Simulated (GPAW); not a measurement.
The system is CdTe.

```
CELL_PARAMETERS angstrom
0.00000 3.20500 3.20500
3.20500 0.00000 3.20500
3.20500 3.20500 0.00000
ATOMIC_POSITIONS crystal
Te 0.75000 0.75000 0.75000
Cd 0.00000 0.00000 0.00000
```

Base run:

```yaml
Program: GPAW 26.7.0
Functional: PBE
Potentials_or_basis: GPAW PAW data sets (gpaw-data 1.2.1)
Cutoff: 450 eV
Basis: pw
k_mesh: 6 × 6 × 6
Occupations: fermi-dirac, width 0.05 eV
Spin: no spin polarisation
```

Its results: band gap on the k mesh 0.87 eV, direct; pressure 3.2 GPa.

Q: The run is repeated on the same cell with these changes: functional from PBE to LDA; potentials or basis from GPAW PAW data sets (gpaw-data 1.2.1) to the program's PAW data sets (release 1.2.1) made for this functional. What comes out?

A: Band gap on the k mesh 0.61 eV, direct; pressure -1.1 GPa.

Caveats: the cutoff is short for stress and forces, so pressures can be off by a GPa or more; spin-orbit coupling is left out, which moves the levels of the heavy elements.

